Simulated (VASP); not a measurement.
# Co (P-3m1) in VASP: further runs, part 2 of 2

VASP 6.6.1. Earlier steps stand in the parts before.

**5. Single point, LDA, collinear spin, ferromagnetic start**

Input file INCAR:

```
PREC = Accurate
ENCUT = 280
EDIFF = 1E-6
ISMEAR = -1
SIGMA = 0.1
LREAL = False
LASPH = True
NELM = 100
ALGO = Normal
ISIF = 2
LWAVE = False
LCHARG = False
ISPIN = 2
MAGMOM = 2 2
LORBIT = 11
LMAXMIX = 4
GGA = CA
NBANDS = 20
ADDGRID = False
```

Input file KPOINTS:

```
Automatic mesh
0
Gamma
  13 13 7
```

Input file POSCAR:

```
Co
1.0
    2.4873648738      0.0000000000      0.0000000000
   -1.2436824369      2.1541211692      0.0000000000
    0.0000000000      0.0000000000      4.0632895034
Co
2
Direct
    0.3333333333      0.6666666667      0.7401390000
    0.6666666667      0.3333333333      0.2598610000
```

Potentials or basis: VASP PAW LDA potentials, release 64 (Co).

Command:

```bash
$ cat potpaw_LDA.64/Co/POTCAR > POTCAR
$ mpirun -np 1 vasp_std > vasp.out
```

OUTCAR:

```text
PREC = Accurate
   ENCUT = 280
   EDIFF = 1E-6
   ISMEAR = -1
   LREAL = False
   LASPH = True
   NELM = 100
   ISIF = 2
   ISPIN = 2
   LORBIT = 11
   GGA = CA

 Found    126 irreducible k-points:

 Following reciprocal coordinates:
            Coordinates               Weight
  0.000000  0.000000  0.000000      1.000000
  0.076923 -0.000000  0.000000      6.000000
  0.153846  0.000000  0.000000      6.000000
  0.230769 -0.000000  0.000000      6.000000
  0.307692  0.000000  0.000000      6.000000
  0.384615  0.000000  0.000000      6.000000
   k-points           NKPTS =    126   k-points in BZ     NKDIM =    126   number of bands    NBANDS=     20
   number of dos      NEDOS =    301   number of ions     NIONS =      2
   total plane-waves  NPLWV =   4704
   dimension x,y,z NGX =    14 NGY =   14 NGZ =   24
   dimension x,y,z NGXF=    28 NGYF=   28 NGZF=   48
   ions per type =               2
   NGX,Y,Z   is equivalent  to a cutoff of   9.36,  9.36,  9.82 a.u.
   NGXF,Y,Z  is equivalent  to a cutoff of  18.71, 18.71, 19.64 a.u.
 SYSTEM =  unknown system
   PREC   = accura    normal or accurate (medium, high low for compatibility)
   ISTART =      0    job   : 0-new  1-cont  2-samecut
   ICHARG =      2    charge: 1-file 2-atom 10-const
   ISPIN  =      2    spin polarized calculation?
   LNONCOLLINEAR =      F non collinear calculations
   LSORBIT =      F    spin-orbit coupling
   LASPH  =      T    aspherical Exc in radial PAW
   ENCUT  =  280.0 eV  20.58 Ry    4.54 a.u.   3.39  3.39  5.54*2*pi/ulx,y,z
   NELM   =    100;   NELMIN=  2; NELMDL= -5     # of ELM steps
   EDIFF  = 0.1E-05   stopping-criterion for ELM
   LREAL  =      F    real-space projection
   EDIFFG = 0.1E-04   stopping-criterion for IOM
   NSW    =      0    number of steps for IOM
   IBRION =     -1    ionic relax: 0-MD 1-quasi-New 2-CG
   NFREE  =      0    steps in history (QN), initial steepest desc. (CG)
   ISIF   =      2    stress and relaxation
   ISYM   =      2    0-nonsym 1-usesym 2-fastsym
   POTIM  = 0.5000    time-step for ionic-motion
   TEBEG  =    0.0;   TEEND  =   0.0 temperature during run
   PSTRESS=    0.0 pullay stress
   NELECT =      18.0000    total number of electrons
   NUPDOWN=      -1.0000    fix difference up-down
   EMIN   =  10.00;   EMAX   =-10.00  energy-range for DOS
   EFERMI =   0.00;   METHOD = LEGACY
   ISMEAR =    -1;   SIGMA  =   0.10  broadening in eV -4-tet -1-fermi 0-gaus
   EFERMI_NEDOS =   21; number of points for ismear=-14 and -15
   IALGO  =     38    algorithm
   IMIX   =      4    mixing-type and parameters
     AMIX     =   0.40;   BMIX     =  1.00
     AMIX_MAG =   1.60;   BMIX_MAG =  1.00
  volume/ion in A,a.u.               =      10.89        73.46
  Fermi-wavevector in a.u.,A,eV,Ry     =   1.536514  2.903591 32.121660  2.360875
  Thomas-Fermi vector in A             =   2.643152
   LORBIT       =     11    0 simple, 1 ext, 2 COOP (PROOUT), +10 PAW based schemes
   GGA     = CA    functional components
   LHFCALC =     F    Hartree Fock is set to
   AEXX    =    0.0000 exact exchange contribution
   IVDW    =     0    specifies the selected vdW correction
   LEPSILON=     F    determine dielectric tensor
   LRPA    =     F    only Hartree local field effects (RPA)
 spin polarized calculation
  energy-cutoff  :      280.00
  volume of cell :       21.77
 maximum number of plane-waves:       245
 NGX is ok and might be reduce to    14
   NGX =  7   NGY =  7   NGZ = 11

 number of electron      17.9999999 magnetization       3.1069653

 Free energy of the ion-electron system (eV)
  ---------------------------------------------------
  ext. energy  EPLUGINS =         0.00000000
  ---------------------------------------------------
  free energy    TOTEN  =       -16.15711375 eV

  energy without entropy =      -16.09086772  energy(sigma->0) =      -16.12399074

 E-fermi :   9.8568     XC(G=0): -13.7153

 val. band max:        9.8546318336   @ k =   0.0000   0.3077   0.4286
 cond. band min:       9.8576858694   @ k =  -0.2308  -0.4615   0.4286
 fundamental gap:      0.0030540357
 Fermi energy:         9.8568034881

 spin component 1

 k-point     1 :       0.0000    0.0000    0.0000
  band No.  band energies     occupation
      1       0.9707      1.00000
      2       4.7978      1.00000
      3       7.3549      1.00000
      4       7.4181      1.00000
      5       7.4181      1.00000
      6       7.7090      1.00000
[... 12 lines left out ...]
     19      35.9281      0.00000
     20      35.9281      0.00000

 k-point     2 :       0.0769   -0.0000    0.0000
  band No.  band energies     occupation
      1       1.1791      1.00000
      2       4.9270      1.00000
      3       7.1818      1.00000
      4       7.5165      1.00000
      5       7.5592      1.00000
      6       7.6611      1.00000
[... 12 lines left out ...]
     19      37.4950      0.00000
     20      38.0506      0.00000

 k-point     3 :       0.1538    0.0000    0.0000
  band No.  band energies     occupation
      1       1.7856      1.00000
      2       5.2590      1.00000
      3       6.9188      1.00000
      4       7.3343      1.00000
      5       7.5217      1.00000
      6       7.7839      1.00000
[... 12 lines left out ...]
     19      36.4005      0.00000
     20      38.4001      0.00000

 k-point     4 :       0.2308   -0.0000    0.0000
  band No.  band energies     occupation
      1       2.7219      1.00000
      2       5.5861      1.00000
      3       6.5565      1.00000
      4       6.8155      1.00000
      5       7.3897      1.00000
      6       7.6978      1.00000
[... 12 lines left out ...]
     19      34.7223      0.00000
     20      38.4822      0.00000

 k-point     5 :       0.3077    0.0000    0.0000
  band No.  band energies     occupation
      1       3.8181      1.00000
      2       5.6078      1.00000
      3       6.0662      1.00000
      4       6.8073      1.00000
      5       7.4481      1.00000
      6       7.5184      1.00000
[... 12 lines left out ...]
     19      33.6778      0.00000
     20      36.7966      0.00000

 k-point     6 :       0.3846    0.0000    0.0000
  band No.  band energies     occupation
      1       4.7129      1.00000
      2       5.4336      1.00000
      3       5.7219      1.00000
      4       7.0586      1.00000
      5       7.3785      1.00000
      6       7.5662      1.00000
[... 12 lines left out ...]
     19      32.8600      0.00000
     20      35.4928      0.00000

 [... further k-points ...]

 spin component 2

 k-point     1 :       0.0000    0.0000    0.0000
  band No.  band energies     occupation
      1       1.1487      1.00000
      2       5.6856      1.00000
      3       8.7530      0.99998
      4       8.8423      0.99996
      5       8.8423      0.99996
      6       9.1616      0.99904
[... 12 lines left out ...]
     19      36.3425      0.00000
     20      36.3425      0.00000

 k-point     2 :       0.0769   -0.0000    0.0000
  band No.  band energies     occupation
      1       1.3580      1.00000
      2       5.8290      1.00000
      3       8.5575      1.00000
      4       8.9488      0.99989
      5       8.9829      0.99984
      6       9.0878      0.99954
[... 12 lines left out ...]
     19      37.6193      0.00000
     20      38.4579      0.00000

 k-point     3 :       0.1538    0.0000    0.0000
  band No.  band energies     occupation
      1       1.9693      1.00000
      2       6.2063      1.00000
      3       8.1978      1.00000
      4       8.4190      1.00000
      5       8.9100      0.99992
      6       9.2435      0.99783
[... 12 lines left out ...]
     19      36.6564      0.00000
     20      38.7909      0.00000

 k-point     4 :       0.2308   -0.0000    0.0000
  band No.  band energies     occupation
      1       2.9260      1.00000
      2       6.6197      1.00000
      3       7.6247      1.00000
      4       8.0348      1.00000
      5       8.7471      0.99998
      6       9.1682      0.99898
[... 12 lines left out ...]
     19      34.9478      0.00000
     20      38.8228      0.00000

 k-point     5 :       0.3077    0.0000    0.0000
  band No.  band energies     occupation
      1       4.1011      1.00000
      2       6.7312      1.00000
      3       7.1347      1.00000
      4       7.9172      1.00000
      5       8.7754      0.99998
      6       8.9704      0.99986
[... 12 lines left out ...]
     19      33.8058      0.00000
     20      37.2141      0.00000

 k-point     6 :       0.3846    0.0000    0.0000
  band No.  band energies     occupation
      1       5.2290      1.00000
      2       6.5611      1.00000
      3       6.8112      1.00000
      4       7.9683      1.00000
      5       8.8147      0.99997
      6       8.8887      0.99994
[... 12 lines left out ...]
     19      33.0285      0.00000
     20      35.8766      0.00000

 [... further k-points ...]

------------------------ aborting loop because EDIFF is reached ----------------------------------------

  FORCE on cell =-STRESS in cart. coord.  units (eV):
  Direction    XX          YY          ZZ          XY          YZ          ZX
  --------------------------------------------------------------------------------------
  -------------------------------------------------------------------------------------
  Total       -2.6457489     -2.6457489     -2.9562215      0.0000000      0.0000000      0.0000000
  in kB     -194.7026260   -194.7026260   -217.5505376      0.0000000      0.0000000      0.0000000
  external PRESSURE =    -202.3185965 kB  Pullay stress =       0.0000000 kB

 VOLUME and BASIS-vectors are now :
 -----------------------------------------------------------------------------
  energy-cutoff  :      280.00
  volume of cell :       21.77
      direct lattice vectors                 reciprocal lattice vectors
     2.487364874  0.000000000  0.000000000     0.402031889  0.232113220  0.000000000
    -1.243682437  2.154121169  0.000000000     0.000000000  0.464226439  0.000000000
     0.000000000  0.000000000  4.063289503     0.000000000  0.000000000  0.246106018

 POSITION                                       TOTAL-FORCE (eV/Angst)
 -----------------------------------------------------------------------------------
     -0.00000      1.43608      3.00740         0.000000     -0.000000      0.414553
      1.24368      0.71804      1.05589        -0.000000      0.000000     -0.414553
 -----------------------------------------------------------------------------------
    total drift:                                0.000000      0.000000      0.000000

  FREE ENERGIE OF THE ION-ELECTRON SYSTEM (eV)
  ---------------------------------------------------
  free  energy   TOTEN  =       -16.1571137482 eV

  energy  without entropy=      -16.0908677231  energy(sigma->0) =      -16.12399074

 total charge

# of ion       s       p       d       tot
------------------------------------------
    1        0.489   0.515   7.272   8.276
    2        0.489   0.515   7.272   8.276
--------------------------------------------------
tot          0.978   1.029  14.545  16.551

 magnetization (x)

# of ion       s       p       d       tot
------------------------------------------
    1       -0.012  -0.038   1.610   1.559
    2       -0.012  -0.038   1.610   1.559
--------------------------------------------------
tot         -0.025  -0.077   3.220   3.118
```

OSZICAR:

```text
N       E                     dE             d eps       ncg     rms          rms(c)
DAV:   1     0.541522211115E+02    0.54152E+02   -0.54439E+03 10880   0.759E+02
DAV:   2    -0.160200390456E+02   -0.70172E+02   -0.63052E+02 10444   0.164E+02
DAV:   3    -0.184814498298E+02   -0.24614E+01   -0.23932E+01 11404   0.371E+01
DAV:   4    -0.185139051649E+02   -0.32455E-01   -0.32441E-01 11812   0.378E+00
DAV:   5    -0.185148350862E+02   -0.92992E-03   -0.92990E-03 11380   0.620E-01    0.151E+01
DAV:   6    -0.166867458182E+02    0.18281E+01   -0.79704E+00 11252   0.539E+01    0.747E+00
DAV:   7    -0.161984696472E+02    0.48828E+00   -0.13002E+00 11320   0.198E+01    0.355E+00
DAV:   8    -0.161726121371E+02    0.25858E-01   -0.11760E-02 13780   0.941E-01    0.166E+00
DAV:   9    -0.161584635153E+02    0.14149E-01   -0.16209E-03 16680   0.671E-01    0.442E-01
DAV:  10    -0.161572217273E+02    0.12418E-02   -0.29144E-04 12920   0.184E-01    0.107E-01
DAV:  11    -0.161571255382E+02    0.96189E-04   -0.27183E-05 13060   0.574E-02    0.286E-02
DAV:  12    -0.161571170650E+02    0.84733E-05   -0.31790E-06 10852   0.127E-02    0.169E-02
DAV:  13    -0.161571137115E+02    0.33534E-05   -0.99007E-07  6096   0.112E-02    0.639E-03
DAV:  14    -0.161571137482E+02   -0.36698E-07   -0.33255E-07  5168   0.518E-03
   1 F= -.16157114E+02 E0= -.16123991E+02  d E =-.662460E-01  mag=     3.1071
```

Wall time 15 s (1 thread of Intel Xeon 6975P-C (Granite Rapids), shared host); peak memory 0.13 GiB.

The run converged, but some of its settings lie outside the range that counts as converged, so its numbers aren't taken as properties of the crystal.

Results:

- Free energy: -16.1571 eV
- Largest force: 0.415 eV/Å
- Band gap on the k mesh: none (metal or under the smearing width)
- Net moment: 3.11 μB per cell
- Site moments: Co +1.56 μB
- Valence electrons inside the program's atomic spheres: Co 8.28

Caveat: the cutoff is under 1.25 times the usual one of these potentials, so pressure, stress and relaxed cells hold a basis-set (Pulay) error.

**6. Single point, LDA, collinear spin, ferromagnetic start**

INCAR is that of step 5.

KPOINTS is that of step 5.

Input file POSCAR:

```
Co
1.0
    2.4873648738      0.0000000000      0.0000000000
   -1.2436824369      2.1541211692      0.0000000000
    0.0000000000      0.0000000000      4.0632895034
Co
2
Direct
    0.3275520000      0.6759820000      0.7288160000
    0.6891290000      0.3188900000      0.2643300000
```

Potentials or basis: VASP PAW LDA potentials, release 64 (Co).

Command:

```bash
$ cat potpaw_LDA.64/Co/POTCAR > POTCAR
$ mpirun -np 1 vasp_std > vasp.out
```

Run time: 67 s. Hardware: 1 thread of Intel Xeon 6975P-C (Granite Rapids), shared host; peak memory 0.24 GiB.

These settings aren't checked as converged: the numbers below hold their error.

Results:

```yaml
Free_energy: -16.1012 eV
Largest_force: 0.927 eV/Å
Band_gap_on_the_k_mesh: none (metal or under the smearing width)
Net_moment: 3.12 μB per cell
Site_moments: Co +1.56 μB
Valence_electrons_inside_the_program's_atomic_spheres: Co 8.29
```

Caveat: the cutoff is under 1.25 times the usual one of these potentials, so pressure, stress and relaxed cells hold a basis-set (Pulay) error.

**7. The reference run**

An earlier run on the cell as given: functional PBE; potentials or basis VASP PAW PBE potentials, release 64 (Co); cutoff 520 eV; k mesh 12 × 12 × 7; occupations fermi-dirac, width 0.05 eV; collinear spin, ferromagnetic start; starting moments [2.0, 2.0] μB.

* Pressure: 0.0 GPa
* Largest force: 0.481 eV/Å
* Band gap on the k mesh: none (metal or under the smearing width)
* Net moment: 3.26 μB per cell
* Site moments: Co +1.65 μB
* Valence electrons inside the program's atomic spheres: Co 8.27
